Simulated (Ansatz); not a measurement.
# Sn: equation of state with PBE

Sn:

```
Sn
1.0
     0.00000    3.23334    3.23334
     3.23334    0.00000    3.23334
     3.23334    3.23334    0.00000
Sn
2
Direct
  0.75000 0.75000 0.75000
  0.50000 0.50000 0.50000
```

This isn't the form of Sn at room conditions, which is tetragonal (white tin).

```yaml
Program: Ansatz 0.2.0
Task: equation of state
Functional: PBE
Potentials_or_basis: Ansatz PAW
Cutoff: 420 eV
Density_cutoff: 1680 eV
k_mesh: 7 × 7 × 7
Occupations: fermi-dirac, width 0.05 eV
Spin: no spin polarisation
```

```json
{"Equilibrium volume": "36.86 Å³/atom (rough: see the caveat)", "Bulk modulus": "36 GPa (rough)"}
```

Energy against volume, from the lowest point:
```
volume (Å³/atom)  energy (meV/atom)
          31.775             101.29
          32.451              72.14
          33.127              48.62
          33.803              30.13
          34.479              16.17
          35.155               6.28
          35.831               0.00
```

All runs of the series together: 6.5 s on 2 threads of Arm Neoverse V2, on a shared host.

Caveat: the minimum lies outside the volumes run.
